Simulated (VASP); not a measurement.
# VASP 6.6.1 run: BaHfO3

INCAR

```
PREC = Accurate
NBANDS = 27
LWAVE = .FALSE.
GGA = PE
ISIF = 2
LREAL = .FALSE.
IBRION = -1
ENCUT = 520
LASPH = .TRUE.
ISMEAR = -1
SIGMA = 0.02
NSW = 0
LCHARG = .FALSE.
EDIFF = 1E-7
ISYM = -1
NELM = 89
```

KPOINTS

```
KPOINTS created by Atomic Simulation Environment
0
Gamma
4 4 4
0 0 0
```

POSCAR

```
Ba Hf O
 1.0000000000000000
     4.1770587708449511   -0.0000000000000000    0.0000000000000000
    -0.0000000000000000    4.1770587708449511   -0.0000000000000000
     0.0000000000000000   -0.0000000000000000    4.1770587708449511
 Ba  Hf  O
   1   1   3
Cartesian
 -0.0000000000000000 -0.0000000000000000  0.0000000000000000
  2.0885293854224756  2.0885293854224756  2.0885293854224756
  2.0885293854224756  2.0885293854224756  0.0000000000000000
  2.0885293854224756 -0.0000000000000000  2.0885293854224756
 -0.0000000000000000  2.0885293854224756  2.0885293854224756
```

The recommended PBE PAW datasets give the neutral cell 38 valence electrons.

Command

```
mpirun -np 1 vasp_std
```

Question: How does this run end, and what does it give?

Answer: It converged. Results: gap between bands v and c on the k mesh 3.57 eV; least direct gap on the k mesh 3.79 eV; pressure 2.9 GPa. Band v is the last that the valence electrons fill when counted band by band, and c is the next.

OSZICAR

```
N       E                     dE             d eps       ncg     rms          rms(c)
DAV:   1     0.217777721390E+03    0.21778E+03   -0.21080E+04  3456   0.137E+03
DAV:   2    -0.380156577110E+02   -0.25579E+03   -0.24778E+03  4289   0.316E+02
DAV:   3    -0.503598934938E+02   -0.12344E+02   -0.12289E+02  4462   0.655E+01
DAV:   4    -0.505599498764E+02   -0.20006E+00   -0.19982E+00  4851   0.769E+00
DAV:   5    -0.505635540247E+02   -0.36041E-02   -0.36039E-02  4480   0.731E-01    0.586E+01
DAV:   6    -0.437175003539E+02    0.68461E+01   -0.33707E+01  3967   0.325E+01    0.511E+01
DAV:   7    -0.435701585466E+02    0.14734E+00   -0.18749E+00  4517   0.822E+00    0.333E+01
DAV:   8    -0.435571460867E+02    0.13012E-01   -0.33474E-01  4082   0.449E+00    0.782E+00
DAV:   9    -0.435364455171E+02    0.20701E-01   -0.76285E-02  4240   0.180E+00    0.226E+00
DAV:  10    -0.435365243492E+02   -0.78832E-04   -0.74203E-03  4391   0.552E-01    0.748E-01
DAV:  11    -0.435363860107E+02    0.13834E-03   -0.61344E-04  4407   0.150E-01    0.140E-01
DAV:  12    -0.435364185743E+02   -0.32564E-04   -0.65247E-05  4283   0.515E-02    0.893E-02
DAV:  13    -0.435364230213E+02   -0.44469E-05   -0.71030E-06  4550   0.164E-02    0.121E-02
DAV:  14    -0.435364228410E+02    0.18024E-06   -0.64224E-07  4162   0.476E-03    0.644E-03
DAV:  15    -0.435364226996E+02    0.14145E-06   -0.23694E-07  4126   0.303E-03    0.174E-03
DAV:  16    -0.435364227259E+02   -0.26381E-07   -0.12031E-08  2100   0.746E-04
   1 F= -.43536423E+02 E0= -.43536423E+02  d E =-.223787E-10
```

For comparison, a separate PBE run of the intended cell, on usual settings and not on those above, gives a gap of 3.58 eV on its mesh and a pressure of 2.8 GPa.
